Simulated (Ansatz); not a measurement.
Input and command of a calculation in Ansatz (plane waves; scalar-relativistic PAW potentials unless the input names others):

```yaml
crystal:
  lattice:
    - [0.0, 2.1610180311, 2.1610180311]
    - [2.1610180311, 0.0, 2.1610180311]
    - [2.1610180311, 2.1610180311, 0.0]
  atoms:
    - { symbol: Ti, position: [0.0, 0.0, 0.0], spin: 2.0 }
    - { symbol: C, position: [0.5, 0.5, 0.5], spin: 3.0 }
basis:
  ecutwfc: 420
kpoints:
  mp_grid: { grid: [16, 16, 16] }
hamiltonian:
  xc: pbesol
scf:
  occupations: { method: fermi_dirac, width: 0.15 }
output:
  forces: true
  eigenvalues: true
  stress: true
magnetization:
  spin_polarized: true
```

```bash
ansatz run input.yaml --threads 1 --pin off --max-ram 3072MiB --backend cpu --events-out ev --progress --plain --runs-dir out
```

Abridged log:
```
Warning: where an SCF of this run starts from atoms to list the orders of its open shells, C (site 1, from 0) starts with 2.00 μB on its 2p shell, in the place of the 3.00 μB that the deck gives it: its open shells can hold no more by Hund's first rule. To start from spheres of the given moment, type scf.initial_density.shell_occupations: []
Basis set: ecut = 420 eV, 411 PW (Γ), exchange–correlation on 48×48×48 points (8 copies of the dense FFT grid, shifted against one another)
Bands: 15, of which v1, the nominal top of the filled ones, is band 8 counted from 1 (7 counted from 0)
Symmetry: 48 space group operations
k-points: 145 of 4096
SCF iter   1: F=—  HF=-2719.987204 eV  |F-HF|=—  |Δ(HF+E_count)|=         —  Δρ=1.47e-1 (↑1.47e-1 ↓1.32e-1) dr2=7.08e-1  dr2_m=3.46e0  M=0.116 μB ∫|m|=0.117 μB  β_m=0.30  ethr=3.10e-3  ⟨swp⟩=4.6  Hψ=19163  notcnv=0
Mixer restart at iter 1: flushing history
SCF iter   2: F=—  HF=-2720.941252 eV  |F-HF|=—  |Δ(HF+E_count)|=   9.54e-1  Δρ=1.03e-1 (↑1.03e-1 ↓9.51e-2) dr2=4.70e-1  dr2_m=1.73e0  M=0.089 μB ∫|m|=0.094 μB  β_m=0.65  ethr=3.10e-3  ⟨swp⟩=2.0  Hψ=8362  notcnv=0  defer=166
SCF iter   3: F=—  HF=-2722.416837 eV  |F-HF|=—  |Δ(HF+E_count)|=    1.48e0  Δρ=1.02e-2 (↑1.02e-2 ↓4.43e-3) dr2=3.18e-2  dr2_m=2.03e-3  M=0.002 μB ∫|m|=0.021 μB  β_m=0.60  ethr=2.94e-3  ⟨swp⟩=3.0  Hψ=8263  notcnv=0  defer=183
SCF iter   4: F=—  HF=-2722.423095 eV  |F-HF|=—  |Δ(HF+E_count)|=   6.26e-3  Δρ=2.85e-3 (↑2.85e-3 ↓2.49e-3) dr2=1.12e-3  dr2_m=8.32e-4  M=0.002 μB ∫|m|=0.015 μB  β_m=0.67  ethr=1.99e-4  ⟨swp⟩=2.4  Hψ=8747  notcnv=0  defer=25
SCF iter   5: F=—  HF=-2722.423952 eV  |F-HF|=—  |Δ(HF+E_count)|=   8.57e-4  Δρ=1.67e-3 (↑1.67e-3 ↓4.27e-4) dr2=6.99e-4  dr2_m=1.13e-4  M=0.000 μB ∫|m|=0.006 μB  β_m=0.69  ethr=6.98e-6  ⟨swp⟩=2.1  Hψ=5650  notcnv=0  defer=15
SCF iter   6: F=—  HF=-2722.424349 eV  |F-HF|=—  |Δ(HF+E_count)|=   3.97e-4  Δρ=2.94e-4 (↑2.94e-4 ↓2.11e-4) dr2=6.35e-6  dr2_m=1.03e-5  M=0.000 μB ∫|m|=0.002 μB  β_m=0.80  ethr=4.37e-6  ⟨swp⟩=2.5  Hψ=6554  notcnv=0  defer=15
SCF iter   7: F=—  HF=-2722.424369 eV  |F-HF|=—  |Δ(HF+E_count)|=   2.02e-5  Δρ=1.00e-4 (↑1.00e-4 ↓3.90e-5) dr2=1.59e-6  dr2_m=7.85e-7  M=0.000 μB ∫|m|=0.001 μB  β_m=0.90  ethr=3.97e-8  ⟨swp⟩=2.2  Hψ=6256  notcnv=0  defer=14
SCF iter   8: F=—  HF=-2722.424370 eV  |F-HF|=—  |Δ(HF+E_count)|=   8.48e-7  Δρ=1.02e-5 (↑6.28e-6 ↓1.02e-5) dr2=3.92e-8  dr2_m=4.38e-9  M= 0.000 μB ∫|m|=0.000 μB  β_m=0.95  ethr=9.95e-9  ⟨swp⟩=2.4  Hψ=6488  notcnv=0  defer=14
SCF iter   9: F=—  HF=-2722.424370 eV  |F-HF|=—  |Δ(HF+E_count)|=   3.94e-9  Δρ=2.64e-6 (↑1.63e-6 ↓2.64e-6) dr2=4.53e-9  dr2_m=8.49e-11  M= 0.000 μB ∫|m|=0.000 μB  β_m=0.97  ethr=2.45e-10  ⟨swp⟩=2.6  Hψ=6643  notcnv=0  defer=14
SCF iter  10: F=-2722.424370 eV  HF=-2722.424370 eV  |F-HF|=8.99e-10  |Δ(HF+E_count)|=   1.85e-9  Δρ=9.90e-7 (↑9.68e-7 ↓9.90e-7) dr2=1.03e-9  dr2_m=1.55e-13  M=0.000 μB ∫|m|=0.000 μB  ethr=2.83e-11  ⟨swp⟩=1.3  Hψ=11640  notcnv=0
SCF 1 converged in 10 iterations: F = -2722.424370 eV  dr2 = 1.03e-9
WARN: the starting moments were not kept: the SCF closed with an absolute magnetisation of 5.3e-7 μB, where they sum to 5 μB in size (2 sites). That is at most 0.1 of that sum. Measured as dr2_m measures the in/out step, that magnetisation stands 7.3e-14 eV from none, at or under the dr2_threshold of 1.0e-7 eV: it is no larger than a step whose dr2_m would equal this threshold. The system may hold no moment; this SCF shows only that its start led to no more than that. To try another start: raise the starting moments (crystal.atoms[].spin, magnetization.per_species, magnetization.initial_magnet ...
SCF converged after 10 iterations
Magnetization: 0.0000 μB (8.0000 up, 8.0000 down)
Absolute magnetization: 0.0000 μB (∫|ρ↑−ρ↓|, with the PAW one-centre terms)
Spin contamination: 0.0000 ħ² per cell (⟨S²⟩ above its minimum at these occupations)
Per-site moments (μB) at R_I (Å): [(-1.12388488e-7, 0.89141993), (2.43203433e-7, 0.89141993)]
Free energy (F): -2722.424370 eV
Harris-Foulkes:  -2722.424370 eV  (|F-HF|=8.99e-10)
Internal energy: -2722.399287 eV  (E = F + TS)
E sigma→0 (E₀):  -2722.411829 eV
Entropy (-TS):   -0.025083 eV (-12.541 meV/atom)
Fermi energy:    14.682936 eV
--- Forces (eV/Å), atoms counted from 1 ---
  atom   1  Ti     0.00000000     0.00000000     0.00000000
  atom   2  C      0.00000000     0.00000000     0.00000000
--- Stress (GPa, compression-positive) ---
       -5.075169       0.000000       0.000000
        0.000000      -5.075169       0.000000
        0.000000       0.000000      -5.075169
  P = ⅓ Tr σ = -5.0752 GPa (-50.752 kbar)
```

Apart from outputs and empty bands, the input differs from a reference run on usual settings in magnetization: not typed → {"spin_polarized": true} (ferro starting moments). The reference, at the same geometry (not necessarily relaxed), gave pressure -5.07 GPa, largest force 0.000 eV/Å, no gap on the mesh. This run converged in 10 SCF iterations (reference: 6) with an energy at zero smearing within 0.01 meV/atom of the reference's, pressure -5.08 GPa, largest force 0.000 eV/Å, no gap on the mesh.

Time: 4.9 s on 1 thread of Intel(R) Xeon(R) Platinum 8488C (Sapphire Rapids), with other jobs on the host, peak memory 0.44 GiB.